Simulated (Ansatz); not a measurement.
# Σ3 (112) boundary in fcc Ir with C (interstitial): structure and resistance, part 2 of 2

Aim: the relaxed structure and the specific resistance of the Σ3 (112) boundary in fcc Ir with C (interstitial).

Ansatz 0.2.0; Ansatz plane-wave DFT, PBE, PAW files; relaxation of a bicrystal slab with its lowest layers held; PAW set soft_1 (the session's first sound run).

So far. Step 2 (Relaxing the bicrystal): The largest force component on a free atom ends at 0.026 eV/Å, under the tolerance of 0.03, after 8 steps.

**3. Transmission across the boundary**

Bulk layers of each grain are laid under and over the relaxed boundary, and a lead is named in the middle of each, away from the free faces. The mesh across the current, 24×10, is finer than the density's, because channels open and close sharply across the zone. Energies from -0.1 to 0.1 eV in steps of 0.05 eV are too few for the program's thermal sum, so it prints no conductance; for a metal the transmission near the Fermi level serves, at a fraction of the cost.

This step: Ansatz plane-wave DFT, PBE, PAW files; ballistic transport by layer matching (Landauer), zero bias; boundary relaxed in a short slab, bulk layers laid on; PAW set soft_1 (Ansatz 0.2.0).

System of this step: Σ3 (112) boundary in fcc Ir with C (interstitial). The cell holds 56 atoms: 55 Ir and 1 C. Its edges and angles: a = 2.715 Å, b = 6.650 Å, c = 51.097 Å, α = 90.0°, β = 90.0°, γ = 90.0°. It derives from Ir. Regions: lower grain, 22 atoms (22 Ir); boundary, 16 atoms (15 Ir and 1 C); upper grain, 18 atoms (18 Ir). Vacuum lies along c.

The input, input.yaml:

```yaml
crystal:
  lattice:
    - [2.7148657757, 0.0, 0.0]
    - [0.0, 6.6500358706, 0.0]
    - [0.0, 0.0, 51.0974784182]
  atoms:
    - { symbol: Ir, position: [-14.4999999996, 9.6666666665, 0.0782817494] }
    - { symbol: Ir, position: [-13.9999999996, 9.3333333332, 0.0936193799] }
    - { symbol: Ir, position: [-13.4999999996, 8.9999999999, 0.1089570104] }
    - { symbol: Ir, position: [-12.9999999997, 8.6666666665, 0.1242946409] }
    - { symbol: Ir, position: [-12.4999999997, 8.3333333332, 0.1396322714] }
    - { symbol: Ir, position: [-11.9999999997, 7.9999999999, 0.1549699019] }
    - { symbol: Ir, position: [-11.4999999997, 7.6666666666, 0.1703075324] }
    - { symbol: Ir, position: [-10.9999999997, 7.3333333332, 0.1856451629] }
    - { symbol: Ir, position: [-10.4999999997, 6.9999999999, 0.2009827933] }
    - { symbol: Ir, position: [-9.9999999998, 6.6666666666, 0.2163204238] }
    - { symbol: Ir, position: [-9.4999999998, 6.3333333332, 0.2316580543] }
    - { symbol: Ir, position: [-8.9999999998, 5.9999999999, 0.2469956848] }
    - { symbol: Ir, position: [-8.4999999998, 5.6666666666, 0.2623333153] }
    - { symbol: Ir, position: [-7.9999999998, 5.3333333333, 0.2776709458] }
    - { symbol: Ir, position: [-7.4999999999, 4.9999999999, 0.2930085763] }
    - { symbol: Ir, position: [-6.9999999999, 4.6666666666, 0.3083462068] }
    - { symbol: Ir, position: [-6.4999999999, 4.3333333333, 0.3236838373] }
    - { symbol: Ir, position: [-5.9999999999, 3.9999999999, 0.3390214678] }
    - { symbol: Ir, position: [-5.4999999999, 3.6666666666, 0.3543590983] }
    - { symbol: Ir, position: [-4.9999999999, 3.3333333333, 0.3696967288] }
    - { symbol: Ir, position: [-4.5, 3.0, 0.3850343593] }
    - { symbol: Ir, position: [-4.0, 2.6666666666, 0.4003719898] }
    - { symbol: Ir, position: [0.5, 0.3333333333, 0.4157096203] }
    - { symbol: Ir, position: [0.0, 0.9969776977, 0.430915194] }
    - { symbol: Ir, position: [0.5, 0.6667298905, 0.446077037] }
    - { symbol: Ir, position: [0.0, 0.3346006303, 0.4622213577] }
    - { symbol: Ir, position: [0.5, 1.0042217112, 0.4764261688] }
    - { symbol: Ir, position: [0.0, 0.6559442023, 0.4935409214] }
    - { symbol: Ir, position: [0.5, 0.3227808262, 0.5095597924] }
    - { symbol: Ir, position: [0.0, -0.0106146313, 0.5253217749] }
    - { symbol: C, position: [0.5, 0.7369027538, 0.5241509466] }
    - { symbol: Ir, position: [0.0, 0.6033700976, 0.5498860228] }
    - { symbol: Ir, position: [0.5, 0.9844797692, 0.5703221242] }
    - { symbol: Ir, position: [0.0, 0.3046339208, 0.5840504973] }
    - { symbol: Ir, position: [0.5, 0.6382324689, 0.5980862289] }
    - { symbol: Ir, position: [0.0, 0.9715588789, 0.6158007289] }
    - { symbol: Ir, position: [0.5, 0.3081211219, 0.6303094441] }
    - { symbol: Ir, position: [0.0, 0.6404080524, 0.6456409017] }
    - { symbol: Ir, position: [-4.5, 2.9737413857, 0.6609785322] }
    - { symbol: Ir, position: [-5.0, 3.307074719, 0.6763161627] }
    - { symbol: Ir, position: [-5.4999999999, 3.6404080524, 0.6916537932] }
    - { symbol: Ir, position: [-5.9999999999, 3.9737413857, 0.7069914237] }
    - { symbol: Ir, position: [-6.4999999999, 4.307074719, 0.7223290542] }
    - { symbol: Ir, position: [-6.9999999999, 4.6404080524, 0.7376666847] }
    - { symbol: Ir, position: [-7.4999999999, 4.9737413857, 0.7530043152] }
    - { symbol: Ir, position: [-7.9999999999, 5.307074719, 0.7683419457] }
    - { symbol: Ir, position: [-8.4999999998, 5.6404080523, 0.7836795762] }
    - { symbol: Ir, position: [-8.9999999998, 5.9737413857, 0.7990172067] }
    - { symbol: Ir, position: [-9.4999999998, 6.307074719, 0.8143548371] }
    - { symbol: Ir, position: [-9.9999999998, 6.6404080523, 0.8296924676] }
    - { symbol: Ir, position: [-10.4999999998, 6.9737413857, 0.8450300981] }
    - { symbol: Ir, position: [-10.9999999997, 7.307074719, 0.8603677286] }
    - { symbol: Ir, position: [-11.4999999997, 7.6404080523, 0.8757053591] }
    - { symbol: Ir, position: [-11.9999999997, 7.9737413856, 0.8910429896] }
    - { symbol: Ir, position: [-12.4999999997, 8.307074719, 0.9063806201] }
    - { symbol: Ir, position: [-12.9999999997, 8.6404080523, 0.9217182506] }
kpoints:
  mp_grid: { grid: [9, 4, 1] }
hamiltonian:
  xc: pbe
  pseudopotentials: { kind: paw, azcp: { folder: soft_1 } }
scf:
  occupations: { method: fermi_dirac, width: 0.1 }
output:
  transmission:
    leads: [[12, 13], [45, 46]]
    kmesh: [24, 10]
    e_range: [-0.1, 0.1]
    de: 0.05
  write_potential: true
  write_density: true
  volumetric_format: npy
  elf: true
```

Launch:

```sh
$ ansatz run input.yaml --threads 4 --pin off --max-ram 15360MiB --backend cpu --events-out ev --progress --plain --runs-dir out
```

Numbers of over 12 decimals in the logs are rounded to 6 here.

Log:

```text
[...]
Crystal: 56 atoms, lattice volume = 922.512 Å³
Basis set: ecut = 420 eV, 18141 PW (Γ)
Bands: 564, of which v1, the nominal top of the filled ones, is band 470 counted from 1 (469 counted from 0)
Symmetry: 2 space group operations
[...]
k-points: 15 of 36 (time reversal used)
[...]
SCF iter  11: F=-656767.287169 eV  HF=-656767.287169 eV  |F-HF|=4.59e-8  |Δ(HF+E_count)|=   2.85e-7  Δρ=2.52e-6  dr2=9.45e-8  ethr=1.06e-11  ⟨swp⟩=11.3  Hψ=35914  notcnv=0
SCF 1 converged in 11 iterations: F = -656767.287169 eV  dr2 = 9.45e-8
[...]
transmission: 585 of 5850 steps passed
transmission: 1170 of 5850 steps passed
[...]
transmission: 5850 of 5850 steps passed
WARN: The input density's exchange-correlation potential varies sharply where the density is thin. Do not read a vacuum level from v_tot or v_xc, or from such a field of the output density. On a cell that repeats whose density bears no net charge and no dipole along the vacuum's axis use v_es (v_loc + v_h of the components); under efield.dipole_correction with no amplitude use v_es + v_field, which holds any external [...]
SCF converged after 11 iterations
the last check of whether an eigenvalue changes by more than its tolerance under the output density was not made (no_room)
Free energy (F): -656767.287169 eV
[...]
Internal energy: -656765.487467 eV  (E = F + TS)
E sigma→0 (E₀):  -656766.387318 eV
Entropy (-TS):   -1.799702 eV (-32.138 meV/atom)
Fermi energy:    21.012274 eV
[...]
--- Band table (eV; the first three rows and the last of 15) ---
  k-point 0: bands = [... 466 lower, 20.6013, 20.6407, 20.6666, 20.7154, 20.7250, 20.7507, 20.7928, 20.8604, ... 90 higher]
  k-point 1: bands = [... 466 lower, 20.4939, 20.4983, 20.5709, 20.5899, 20.5996, 20.6282, 20.6672, 20.6856, ... 90 higher]
  k-point 2: bands = [... 466 lower, 20.3412, 20.3551, 20.3972, 20.4663, 20.4888, 20.5163, 20.5165, 20.5763, ... 90 higher]
  k-point 14: bands = [... 466 lower, 21.8014, 21.8103, 21.8206, 21.8252, 21.8577, 21.8640, 21.8746, 21.8975, ... 90 higher]
--- Transmission ---
  basis      : 159 plane waves across, 75 finite elements along
  points     : 78, standing for a mesh of 24 x 10
  energies   : 5 from -0.100000 to 0.100000 eV about the Fermi level, 0.050000 eV apart; the leads are filled to 0.000000 eV, and channels, transmission and decay are at 0.000000 eV
  crystal 0  : Ir3, at the sites [12, 13], period 2.3511 Å, over 18.03 Å; its Hamiltonian steps by up to 14.8 meV
    offset         : up to 0.0000 Å between an atom of the period and one for which it stands
    channels       : 4.783333e0 a spin
    conductance    : none, the energies end too early or step too widely for 300 K: set another output.transmission.e_range or a lower de, or, where they end at an eighth of basis.ecutwfc, a higher one
    slowest decay  : 0.0829 /Å at (0.5000, 0.5000)
[...]
channels       : 4.758333e0 a spin
[...]
slowest decay  : 0.0831 /Å at (0.5000, 0.5000)
  junction   : crystal 0 to crystal 1, 12.71 to 38.39 Å
    transmission   : 2.175828e0 a spin
[...]
```

Run time: 20 min. Hardware: 4 threads of Arm Neoverse V1, shared host; peak memory 10 GiB.

This step gave:

| Quantity | Value |
| --- | --- |
| free energy | -656767.2872 eV |
| energy at zero smearing | -656766.3873 eV |
| Fermi energy | 21.01 eV |
| cell area | 18.05 Å² |
| transmission per spin nearest the Fermi level | 2.176 |
| open channels per spin nearest the Fermi level | 4.783 |
| open channels per spin, upper lead | 4.758 |
| step of the lead's potential | 14.8 meV |
| step of the upper lead's potential | 15.2 meV |

Per spin. Transmission, zone mean against energy, zero at the Fermi level:

| energy (eV) | transmission, zone mean |
| --- | --- |
| -0.1000 | 2.10 |
| -0.0500 | 2.15 |
| 0.0000 | 2.18 |
| 0.0500 | 2.20 |
| 0.1000 | 2.22 |

Per spin. The open channels, zone mean by energy, zero at the Fermi level:

| energy (eV) | lead | upper lead |
| --- | --- | --- |
| -0.1000 | 4.62 | 4.62 |
| -0.0500 | 4.68 | 4.69 |
| 0.0000 | 4.78 | 4.76 |
| 0.0500 | 4.83 | 4.79 |
| 0.1000 | 4.83 | 4.83 |

Transmission over k1 and k2. At 0.0000 eV from the Fermi level.

Ten even steps from '0' (0.00) to '9' (3.28):
```
223334777775457777743332
444466677777777777666444
666677665987878956677666
776766877789998777866767
777766788868986888766777
776766877789998777866767
666677665987878956677666
444466677777777777666444
223334777775457777743332
011426777764446777762411
```
Columns: k1 (b1) from -0.5 to 0.458; rows upwards: k2 (b2) from -0.5 to 0.4.

Open channels over k1 and k2. At 0.0000 eV from the Fermi level.

Ten even steps from '0' (0.00) to '9' (8.00):
```
523533555565556555533532
555555555667776655555555
766965555877877855556966
776975666789898766657967
777965577867976877556977
776975666789898766657967
766965555877877855556966
555555555667776655555555
523533555565556555533532
022225555555555555552222
```
Columns: k1 (b1) from -0.5 to 0.458; rows upwards: k2 (b2) from -0.5 to 0.4.

Valence density in the cb plane at fractional x = 0.500, with atoms of Ir and C within 0.2 Å of it. It is the smooth field of the valence electrons, not physical close to the nuclei.

Ten even steps from '0' (0.1 e/Å³) to '9' (9.5 e/Å³), each cell a mean:
```
01588400000000158730000000015995100000002698
00233100000000013210000000002552000000001465
00000000000000000000000000000110000000000111
10000000000121000000001110000000000000000000
51000000001564100000001110000000243100000000
83000000002897200000001110000001588400000000
72000000002786200000000000000001699410000000
31000000000242100000000000000000366200000000
00000000000000000000000000000000011000000000
00000001110000000000110000000000000000000000
00000026641000000001464100000000000013431000
00000048961000000003897200000000000027962000
00000037851000000003797200000000000038972000
00000013320000000001353100000000000015641000
00000000000000000000010000000000000001110000
00111000000000012100000000000110000000000000
01366200000000147620000000002442000000000243
01699410000000269840000000015995100000001588
```
Columns run along c (16.0 Å, from fractional 0.36 to 0.67 of the cell), rows up along b (6.7 Å). Atoms in or near the plane, at fractional coordinates: Ir at (0.39, 0.00), Ir at (0.42, 0.33), Ir at (0.45, 0.67), Ir at (0.48, 0.00), Ir at (0.51, 0.32), C at (0.52, 0.74), Ir at (0.57, 0.98), Ir at (0.60, 0.64), Ir at (0.63, 0.31), Ir at (0.66, 0.97).

ELF in the cb plane at fractional x = 0.500, with atoms of Ir and C within 0.2 Å of it. It is the smooth field of the valence electrons, not physical close to the nuclei.

Ten even steps from '0' (0.07) to '9' (0.70), each cell a mean:
```
34777843334333477774223333348667434444335767
33566532223333356652124542237776333333235777
34333321123333433321148984123444433332123444
44333321123454433322377577211234333321123333
75333433235877533333594058412233566532223333
76333443336767633443498598423334777742334433
86333443335768633343357886334335866743344433
64222333334676422233322333344334777633333322
33211233334333321123221122343223454333333211
33211245543333321122454222221123333443333211
33322378774333432235777422111123433346774222
44433477675333443347767621001234433367686333
34433367785333443336768731001344433367675333
23333346664222333334777531002344322367774333
12333443332111233344443331112344311234443333
23455433333212355543333432223444211233334333
24777633333323587753334443336776322233333677
35766743344333575673233444347678433343334777
```
Columns run along c (16.0 Å, from fractional 0.36 to 0.67 of the cell), rows up along b (6.7 Å). Atoms in or near the plane, at fractional coordinates: Ir at (0.39, 0.00), Ir at (0.42, 0.33), Ir at (0.45, 0.67), Ir at (0.48, 0.00), Ir at (0.51, 0.32), C at (0.52, 0.74), Ir at (0.57, 0.98), Ir at (0.60, 0.64), Ir at (0.63, 0.31), Ir at (0.66, 0.97).

Electrostatic potential energy in the cb plane at fractional x = 0.500, with atoms of Ir and C within 0.2 Å of it. With pseudopotentials it is smooth inside the atoms' cores, unlike the true potential.

Ten even steps from '0' (-55 eV) to '9' (24 eV), each cell a mean:
```
96200379999999620048999999962002699999985100
98533689999999853479999999984224899999997311
99888899999999988899998789998778999999998756
68999999998656899999984358999999878899999999
25899999996212699999973037999998533689999999
04899999984000489999985358999996200379999999
14899999984101589999998889999996100279999999
47999999997434799999999999999997311489999999
89999999999878999999999999999999756799999999
99999986578999999998767999999999999998789999
99999841137999999996213699999999999973247999
99999720015999999984000489999999999840015899
99999830026999999984001589999999999840004899
99999863358999999996323799999999999862126999
99999988789999998998778999999999999986578999
99755799999999865579999999998778999999999878
97311489999999720148999999984225899999997433
96100279999998510037999999962002799999995100
```
Columns run along c (16.0 Å, from fractional 0.36 to 0.67 of the cell; values clipped at the 3rd and 97th percentile), rows up along b (6.7 Å). Atoms in or near the plane, at fractional coordinates: Ir at (0.39, 0.00), Ir at (0.42, 0.33), Ir at (0.45, 0.67), Ir at (0.48, 0.00), Ir at (0.51, 0.32), C at (0.52, 0.74), Ir at (0.57, 0.98), Ir at (0.60, 0.64), Ir at (0.63, 0.31), Ir at (0.66, 0.97).

Over the solved energies the transmission per spin lies between 2.10 and 2.22, out of 4.75 channels of the lead on average (up to 4.83).

**4. Specific resistance**

This step: Ansatz plane-wave DFT, PBE, PAW files; ballistic transport by layer matching (Landauer), zero bias; specific resistance of the boundary; PAW set soft_1 (Ansatz 0.2.0).

This step gave:

```yaml
area_resistance: 0.5824 fΩ m²
t_over_the_leads_mean_channel_count: 0.4575
```

Averaged over the energies near the Fermi level, 45.7 % of the channels pass, which makes 0.582 fΩ m².

By hand, with T and the leads' channels N averaged over the energies near the Fermi level: RA = A (h/2e²)(1/T − ½[1/N₁ + 1/N₂]) = 18.05×10⁻²⁰ m² × 12 906 Ω × (1/2.171 − ½[1/4.750 + 1/4.74]) = 0.582 fΩ m².

**5. Summary of results**

| Property | Result |
| --- | --- |
| specific resistance of the boundary | 0.582 fΩ m² |
| share of channels that pass | 0.457 |

What this shows: The boundary has a specific resistance of 0.58 fΩ m². The boundary reflects 54 % of the channels; 0.58 fΩ m² is 5.8×10⁻¹² Ω·cm². One C in 18.1 Å² of boundary is a high coverage. One starting structure was relaxed; another shift or atom count at the boundary may lie lower. Spin-orbit coupling is left out, which matters for Ir.

[Logs are printed without paths, hosts, clocks, repeated set-up lines and the standing remarks that a program may print on its own settings, such as how far it seeks lower states.]

[Hosts, paths, dates, database ids (printed as entryN), source tags and the programs' standing remarks are cut or masked in the printed files.]
